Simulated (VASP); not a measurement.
Wanted: the native input for a VASP 6.6.1 run.

| Quantity | Value |
| --- | --- |
| Task | relaxation of cell and atoms |
| Functional | PBEsol |
| Potentials or basis | VASP PAW PBE potentials, release 64 (K_sv, Ta_pv, O) |
| Cutoff | 600 eV |
| k mesh | 8 × 8 × 8 |
| Occupations | gaussian, width 0.03 eV |
| Spin | no spin polarisation |
| Further INCAR settings | ALGO = Normal; EDIFF = 1e-06; IBRION = 2; EDIFFG = -0.01; NSW = 90; ISIF = 3 |

The structure of KTaO3 lies in POSCAR:

```
KTaO3
1.0
    3.9883000000      0.0000000000      0.0000000000
    0.0000000000      3.9883000000      0.0000000000
    0.0000000000      0.0000000000      3.9883000000
K Ta O
1 1 3
Direct
    0.5000000000      0.5000000000      0.5000000000
    0.0000000000      0.0000000000      0.0000000000
    0.5000000000      0.0000000000      0.0000000000
    0.0000000000      0.5000000000      0.0000000000
    0.0000000000      0.0000000000      0.5000000000
```

These files were run (other wordings do the same):

INCAR

```
  PREC = Accurate
  ENCUT = 600
  EDIFF = 1E-6
  ISMEAR = 0
  SIGMA = 0.03
  LREAL = False
  LASPH = True
  NELM = 80
  ALGO = Normal
  ISIF = 3
  LWAVE = False
  LCHARG = False
  GGA = PS
  IBRION = 2
  NSW = 90
  EDIFFG = -0.01
  KPAR = 2
```

KPOINTS

```
regular mesh
0
Gamma
  8 8 8
```

Potentials or basis: VASP PAW PBE potentials, release 64 (K_sv, Ta_pv, O).

Launch:

```bash
$ cat potpaw_PBE.64/K_sv/POTCAR potpaw_PBE.64/Ta_pv/POTCAR potpaw_PBE.64/O/POTCAR > POTCAR
$ mpirun -np 2 vasp_std > vasp.out
```

It gave:

```yaml
Relaxed_volume: 12.70 Å³/atom
Relaxed_cell: a = 3.989 Å, b = 3.989 Å, c = 3.989 Å, α = 90.00°, β = 90.00°, γ = 90.00°
Space_group_after_relaxing_to_0.05_Å: Pm-3m (No. 221)
Energy_gained_by_relaxing: 0.0 meV/atom
Ionic_steps: 3
Pressure_after_relaxing: 0.0 GPa
Band_gap_on_the_k_mesh: 2.09 eV, indirect (least direct gap 2.71 eV)
```

Caveat: the PAW data sets were made with another functional, which shifts forces and pressure a little; spin-orbit coupling is left out, which moves the levels of the heavy elements.

It took 26 s on 2 MPI ranks on Intel(R) Xeon(R) Platinum 8559C (Emerald Rapids) (shared host), peak memory 0.22 GiB a rank.
